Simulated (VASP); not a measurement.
A run of VASP 6.6.1 is set up as follows.

File INCAR:

```
SYSTEM = ZnS
  PREC = Accurate
  ENCUT = 600
  EDIFF = 1E-7
  ISMEAR = 0
  SIGMA = 0.03
  LREAL = .FALSE.
  LASPH = .TRUE.
  NELM = 80
  ALGO = Normal
  ISIF = 3
  LWAVE = .FALSE.
  LCHARG = .FALSE.
  GGA = PS
  IBRION = 2
  NSW = 90
  EDIFFG = -0.005
```

Contents of KPOINTS:

```
regular mesh
0
G
  9 9 5
  0 0 0
```

Contents of POSCAR:

```
ZnS                                     
1.0
    3.7855619499      0.0000000000      0.0000000000
   -1.8927809750      3.2783928162     -0.0000000000
    0.0000000000     -0.0000000000      6.2124939820
  Zn              S             
     2     2
Direct
     0.3333333332999970    0.6666666667000030    0.0054122289242926
     0.6666666667000030    0.3333333332999970    0.5054122289242927
     0.3333333332999970    0.6666666667000030    0.3795877710757055
     0.6666666667000030    0.3333333332999970    0.8795877710757053
```

Potentials or basis: VASP PAW PBE potentials, release 64 (Zn, S).

The run is started by

```sh
$ cat potpaw_PBE.64/Zn/POTCAR potpaw_PBE.64/S/POTCAR > POTCAR
$ mpirun -np 1 vasp_std > vasp.out
```

**Question.** Estimate the band gap on the k mesh.

**Answer.** 2.15 eV, direct.

Final structure:
```
Zn S
1.0
     3.78556    0.00000    0.00000
    -1.89278    3.27839    0.00000
     0.00000    0.00000    6.21249
Zn S
2 2
Direct
  0.33333 0.66667 0.00541
  0.66667 0.33333 0.50541
  0.33333 0.66667 0.37959
  0.66667 0.33333 0.87959
```

Caveat: the relaxation stopped at its first step, so nothing moved. Expect the measured gap to be larger: semilocal functionals such as PBEsol lack the derivative discontinuity.
